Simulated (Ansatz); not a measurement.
# TaN (P6/mmm): cell relaxations under several functionals from a Python script

A script is to give cell relaxations under several functionals; the system is TaN (P6/mmm).

All numbers are computed with Ansatz 0.2.0, driven from Python. The levels of theory stand in the script.

### 1 Starting point

Symmetry: P6/mmm, No. 191, hexagonal system. Conventional cell: a = 5.191 Å, b = 5.191 Å, c = 2.908 Å, α = 90.00°, β = 90.00°, γ = 120.00°. Around Ta (site symmetry 6/mmm) lie 6 N at 2.60 Å and 2 Ta at 2.91 Å. Ta (site symmetry -6m2) has 6 N at 2.09 Å as nearest neighbours. N (site symmetry mmm) is surrounded by 6 Ta at 2.09 to 2.60 Å.

The script reads tan.cif:

```cif
data_TaN
_cell_length_a 5.191000
_cell_length_b 5.191000
_cell_length_c 2.908000
_cell_angle_alpha 90.00000
_cell_angle_beta 90.00000
_cell_angle_gamma 120.00000
_symmetry_space_group_name_H-M 'P 1'
_symmetry_Int_Tables_number 1
loop_
_symmetry_equiv_pos_as_xyz
'x, y, z'
loop_
_atom_site_label
_atom_site_type_symbol
_atom_site_fract_x
_atom_site_fract_y
_atom_site_fract_z
Ta1 Ta    0.000000    0.000000    0.000000
Ta2 Ta    0.333333    0.666667    0.500000
Ta3 Ta    0.666667    0.333333    0.500000
N4 N    0.500000    0.000000    0.000000
N5 N    0.500000    0.500000    0.000000
N6 N    0.000000    0.500000    0.000000
```

### 2 The script

File tan_lattice.py:

```python
# -*- coding: utf-8 -*-
import warnings

import ansatz as az
from ase.io import read
import numpy as np

def edges_and_angles(cell):
    cell = np.asarray(cell)
    a, b, c = np.linalg.norm(cell, axis=1)
    cosines = cell[1] @ cell[2] / (b * c), cell[0] @ cell[2] / (a * c), cell[0] @ cell[1] / (a * b)
    return (a, b, c, *np.degrees(np.arccos(cosines)))


def main():
    warnings.simplefilter("ignore", az.DeckWarning)

    atoms = read("tan.cif")
    tan = az.Crystal.from_ase(atoms)

    setup = tan.calculation()
    setup = setup.kpoints(mesh=(5, 5, 8)).occupations("cold", width=0.15)
    setup = setup.relax(cell=True)

    levels = [("r2scan", "d4"), ("revpbe", "d3bj"), ("lda", "none")]
    print("level            a       b       c    alpha   beta  gamma  V/atom  steps")
    for name, dispersion in levels:
        seen = []
        run = setup.functional(name, dispersion=dispersion).session().plan()
        res = run.execute(on_event=lambda e: seen.append(e) if e["event"] == "relax_step" else None)
        cell = res.lattice.cell_ang
        label = name if dispersion == "none" else f"{name}+{dispersion}"
        print("{:13s} {:7.4f} {:7.4f} {:7.4f} {:6.2f} {:6.2f} {:6.2f}".format(label, *edges_and_angles(cell)), f"{abs(np.linalg.det(cell)) / len(res.lattice.sites):7.3f} {len(seen):5d}")


if __name__ == "__main__":
    main()
```

### 3 What the engine is handed

The engine receives this input (first run):

```yaml
crystal:
  lattice:
    - [5.191, 0.0, 0.0]
    - [-2.5954999999999986, 4.495537871045022, 0.0]
    - [0.0, 0.0, 2.908]
  atoms:
    - { symbol: Ta, position: [0.0, 0.0, 0.0] }
    - { symbol: Ta, position: [0.33333300000000005, 0.666667, 0.5] }
    - { symbol: Ta, position: [0.666667, 0.333333, 0.5] }
    - { symbol: "N", position: [0.5, 0.0, 0.0] }
    - { symbol: "N", position: [0.5, 0.5, 0.0] }
    - { symbol: "N", position: [0.0, 0.5, 0.0] }
kpoints:
  mp_grid:
    grid: [5, 5, 8]
hamiltonian:
  xc: r2scan
  dispersion: d4
scf:
  occupations:
    method: cold
    width: 0.15
relax:
  cell: {}
```

### 4 Running it

Launch:

```console
$ python tan_lattice.py
```

Log:

```text
level            a       b       c    alpha   beta  gamma  V/atom  steps
r2scan+d4      5.2236  5.2236  2.9056  90.00  90.00 120.00  11.444     5
revpbe+d3bj    5.1888  5.1888  2.9134  90.00  90.00 120.00  11.322     4
lda            5.1664  5.1664  2.8891  90.00  90.00 120.00  11.130     7
```

Wall time 1.8 min (1 thread of Arm Neoverse N1, shared host); peak memory 0.67 GiB.

### 5 Inputs of later runs

The engine's inputs for the other runs:

Run 2, against run 1:

```diff
@@ -17,2 +17,2 @@
-  xc: r2scan
-  dispersion: d4
+  xc: revpbe
+  dispersion: d3bj
```

Run 3, against run 1:

```diff
@@ -17,2 +17,2 @@
-  xc: r2scan
-  dispersion: d4
+  xc: lda
+  dispersion: none
```

### 6 The engine's runs

The 3 runs, in the order started:

```
run  functional  dispersion  energy (eV/atom)  final volume (Å³/atom)  pressure (GPa)  SCF cycles in all  CPU time (s)
  1      r2scan          d4        -5165.5552                   11.44            0.03                 27            62
  2      revpbe        d3bj        -5164.6319                   11.32            0.01                 20            16
  3         lda        none        -5029.1748                   11.13            0.00                 32            27
```

Energies are free energies F = E - TS of the smeared occupations. Totals under unlike functionals or potentials can't be compared directly.

### 7 Path of the relaxation of run 1

The steps of the relaxation:

| step | energy from step 1 (eV/cell) | largest force component (eV/Å) | pressure (GPa) | volume (Å³) |
| --- | --- | --- | --- | --- |
| 1 | 0.0000 | 0.0000 | 3.32 | 67.86 |
| 2 | -0.0019 | 0.0000 | -1.61 | 69.18 |
| 3 | -0.0097 | 0.0000 | 0.07 | 68.66 |
| 4 | -0.0097 | 0.0000 | 0.03 | 68.66 |
| 5 | -0.0101 | 0.0000 | 0.03 | 68.66 |

Step 1 is the start. Step 5 repeats the geometry before it on a plane-wave basis chosen anew for that cell, so its energy need not be comparable with the rows above.

|  | before | after | change |
| --- | --- | --- | --- |
| a (Å) | 5.191 | 5.224 | +0.6 % |
| b (Å) | 5.191 | 5.224 | +0.6 % |
| c (Å) | 2.908 | 2.906 | -0.1 % |
| volume (Å³/atom) | 11.31 | 11.44 | +1.2 % |
| shortest distance (Å) | 2.088 | 2.094 | +0.3 % |
| space group (0.01 Å) | P6/mmm | P6/mmm | same |

The run keeps the 24 symmetry operations of the start, so it could not have lowered the symmetry.

### 8 How the relaxation of run 3 went

Step by step:

```
step  energy from step 1 (eV/cell)  largest force component (eV/Å)  pressure (GPa)  volume (Å³)
   1                        0.0000                          0.0000           -5.38        67.86
   2                       -0.0210                          0.0000            2.28        66.34
   3                       -0.0224                          0.0000           -0.06        66.83
   4                       -0.0226                          0.0000            0.00        66.80
   5                       -0.0191                          0.0000           -0.08        66.80
   6                       -0.0192                          0.0000            0.00        66.78
   7                       -0.0192                          0.0000            0.00        66.78
```

Step 1 is the start. Steps 5, 7 each repeat the geometry before them on a plane-wave basis chosen anew, so the energy can jump there without any move.

|  | before | after | change |
| --- | --- | --- | --- |
| a (Å) | 5.191 | 5.166 | -0.5 % |
| b (Å) | 5.191 | 5.166 | -0.5 % |
| c (Å) | 2.908 | 2.889 | -0.7 % |
| volume (Å³/atom) | 11.31 | 11.13 | -1.6 % |
| shortest distance (Å) | 2.088 | 2.076 | -0.6 % |
| space group (0.01 Å) | P6/mmm | P6/mmm | same |

The run keeps the 24 symmetry operations of the start, so it could not have lowered the symmetry.

### 9 What came out

| quantity | value |
| --- | --- |
| runs compared | 3 |
| relaxed volume | 11.13 (lda) to 11.44 Å³/atom (r2scan d4) |

From smallest to largest: LDA (11.13 Å³ an atom, -1.6 % against the start), revPBE+D3BJ (11.32 Å³ an atom, +0.1 % against the start) and r2SCAN+D4 (11.44 Å³ an atom, +1.2 % against the start). The spread is 2.8 % in volume. In run 1, over 3 moves the cell grew by 1.2 % in volume, and the space group stayed P6/mmm. In run 3, over 4 moves the cell shrank by 1.6 % in volume, and the space group stayed P6/mmm. The run is spin-unpolarised. Forces vanish by symmetry, so the ions can't move, and the end may be a saddle. For a metal this k-point mesh is coarse: on a finer one energies can move by several to tens of meV an atom and pressures by half a GPa or more, differences at one mesh by less. Spin-orbit coupling, which matters for elements this heavy, is left out.
